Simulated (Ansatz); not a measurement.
# ZnS: stress in a strained cell

Aim: deform ZnS (zz strain of +2 %) and compute stress, forces and field gradients with LAPW, PAW and all-electron datasets made for the crystal.

Program: Ansatz 0.2.0. Level of theory: DFT PBEsol, scalar-relativistic. These are calculated values, not measurements.

### Step 1. The starting structure

Symmetry: P6_3mc, No. 186, hexagonal system. The conventional cell has a = 3.811 Å, b = 3.811 Å, c = 6.234 Å, α = 90.00°, β = 90.00°, γ = 120.00°. Zn (site symmetry 3m) is surrounded by 4 S at 2.31 to 2.40 Å. S (site symmetry 3m) is surrounded by 4 Zn at 2.31 to 2.40 Å.

As a file:

```xyz
4
Lattice="3.8110 0.0000 0.0000 -1.9055 3.3004 0.0000 0.0000 0.0000 6.2340" Properties=species:S:1:pos:R:3 pbc="T T T"
Zn    0.0000    2.2003    0.0000
Zn    1.9055    1.1001    3.1170
S     0.0000    2.2003    2.4001
S     1.9055    1.1001    5.5171
```

Atoms are numbered in the order of the input: Zn1, Zn2, S3, S4.

### Step 2. The deformed structure

Space group P6_3mc before, P6_3mc after.

### Step 3. LAPW, all electrons

File input.yaml:

```yaml
crystal:
  lattice:
    - [3.8109987816, 0.0, 0.0]
    - [-1.9054993908, 3.3004217586, 0.0]
    - [0.0, 0.0, 6.35868]
  atoms:
    - { symbol: Zn, position: [0.3333333333, 0.6666666667, 0.0] }
    - { symbol: Zn, position: [0.6666666667, 0.3333333333, 0.5] }
    - { symbol: S, position: [0.3333333333, 0.6666666667, 0.385] }
    - { symbol: S, position: [0.6666666667, 0.3333333333, 0.885] }
kpoints:
  mp_grid: { grid: [8, 8, 5] }
  band_path:
    path:
      - [0.0, 0.0, 0.0]
      - [0.5, 0.0, 0.0]
      - [0.3333333333, 0.3333333333, 0.0]
      - [0.0, 0.0, 0.0]
      - [0.0, 0.0, 0.5]
      - [0.5, 0.0, 0.5]
      - [0.3333333333, 0.3333333333, 0.5]
      - [0.0, 0.0, 0.5]
      - [0.5, 0.0, 0.5]
    npoints: 5
scf:
  occupations: { method: fermi_dirac, width: 0.03 }
hamiltonian:
  xc: pbesol
  pseudopotentials: { kind: all_electron, lapw: { basis_error: 0.001 } }
output:
  forces: true
  stress: true
  eigenvalues: true
```

Launch:

```
$ ansatz run input.yaml --threads 1 --pin off --max-ram 4096MiB --backend cpu --events-out ev --progress --plain --runs-dir out
```

### Step 4. Frozen-core PAW

File input.yaml:

```yaml
crystal:
  lattice:
    - [3.8109987816, 0.0, 0.0]
    - [-1.9054993908, 3.3004217586, 0.0]
    - [0.0, 0.0, 6.35868]
  atoms:
    - { symbol: Zn, position: [0.3333333333, 0.6666666667, 0.0] }
    - { symbol: Zn, position: [0.6666666667, 0.3333333333, 0.5] }
    - { symbol: S, position: [0.3333333333, 0.6666666667, 0.385] }
    - { symbol: S, position: [0.6666666667, 0.3333333333, 0.885] }
kpoints:
  mp_grid: { grid: [8, 8, 5] }
scf:
  occupations: { method: fermi_dirac, width: 0.03 }
hamiltonian:
  xc: pbesol
  pseudopotentials: { kind: paw }
output:
  forces: true
  stress: true
  eigenvalues: true
  efg: { contact_densities: true }
```

### Step 5. All-electron PAW on datasets made for the crystal

Edit input.yaml of step 4 so:

```diff
@@ -16,3 +16,3 @@
   xc: pbesol
-  pseudopotentials: { kind: paw }
+  pseudopotentials: { kind: all_electron, datasets: crystal }
 output:
```

(Steps that only read results are left out.)

Before running it: what results should come out? Wanted: pressure; largest shear or deviatoric stress.

**Answer**, as computed:

```
                                 quantity                                              value
                                 pressure  LAPW -2.45, PAW -2.46, crystal datasets -2.45 GPa
largest shear or deviatoric stress (LAPW)                                           2.50 GPa
```

**Reading.** The largest part of the stress beyond the pressure is 2.50 GPa in size, in the zz component; the atoms are carried along and not relaxed. No run of the undeformed cell stands beside it, so pressure and stress hold what the given cell had before the change, as far as its symmetry allows. PAW: stress within 0.02 GPa of LAPW, forces within 1 meV/Å. Crystal datasets: stress within 0.01 GPa of LAPW, forces within 1 meV/Å.
